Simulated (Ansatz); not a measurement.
**PbSe and its competing phases**

Level of theory: DFT PBE, scalar-relativistic, plane waves, PAW (Ansatz). All cells share a 420 eV cutoff and Γ-centred k meshes spaced at most about 0.3 Å⁻¹ (2π included). No spin polarisation.

Energies over the elements count from the elements' standard structures at the same level, with no fitted energy shifts.

Temperature and zero-point effects are left out. Spin–orbit coupling, which can matter for Pb, is left out. The reference form of Se is held partly by dispersion forces, which this level lacks.

The competitors are the elements and 1 reference phase of this chemical system (from databases or known types: PbSe), relaxed at the same level; other known phases may be missing.

The candidate was reached from: CuS type (F-43m).

```
CELL_PARAMETERS angstrom
0.00000 3.45155 3.45155
3.45155 0.00000 3.45155
3.45155 3.45155 0.00000
ATOMIC_POSITIONS crystal
Pb 0.25000 0.25000 0.25000
Se 0.00000 0.00000 0.00000
```

Question: Is it stable, and against what?

Answer: Not the lowest form: another structure of the same formula lies lower. Its formation energy is -0.385 eV/atom. The lowest competing phase at this composition is this:

| phase | space group | source | share of atoms | ΔE_f (eV/atom) |
| --- | --- | --- | --- | --- |
| PbSe | Fm-3m (No. 225) | Materials Project | 1.0000 | -0.565 |

The candidate lies 180 meV/atom above this phase. The candidate matches no cell in the subsets of the Crystallography Open Database and the Materials Project at hand. It is metastable at best. Shaken at random and relaxed again it fell by 180 meV/atom, so it probably isn't a firm minimum. It has the zinc blende type.
